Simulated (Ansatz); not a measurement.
Ti and the effect of the Hubbard U on Ti d

It takes space group P6/mmm (No. 191, hexagonal). Conventional cell: a = 4.567 Å, b = 4.567 Å, c = 2.826 Å, α = 90.00°, β = 90.00°, γ = 120.00°. Ti (site symmetry -6m2) has 11 Ti at 2.64 to 2.99 Å as nearest neighbours. Around Ti (site symmetry 6/mmm) lie 14 Ti at 2.83 to 2.99 Å.

This isn't the form of Ti at room conditions, which is hcp.

Kept alike: task single point; functional PBEsol; k mesh 7 × 7 × 9; occupations fermi-dirac, width 0.05 eV; no spin polarisation. Program: Ansatz, Ansatz PAW, cutoff 420 eV. The mesh is that of the run's cell of 3 atoms. No spin-orbit coupling.

| Hubbard U on Ti d, U (eV) | pressure (GPa) |
| --- | --- |
| 4 | 2.42 |
| 5 | 4.54 |
| 6 | 7.06 |
| 8 | 36.17 |

Pressure is positive in compression, with a Pulay correction for the finite cutoff. U acts here on a shell without spin polarisation. For a metal such a mesh leaves the last digits unconverged. How U acts hangs on the program's projectors. All rows use potentials made for PBE. U is the effective U - J on orthogonalised atomic projectors. Double counting: fully localised limit (the default).

What does the Hubbard U on Ti d change here?

The pressure rises from 2.42 to 36.17 GPa between 4 and 8 eV. Its step between 6 and 8 is the steepest for its width, which can mark a change of electronic state.
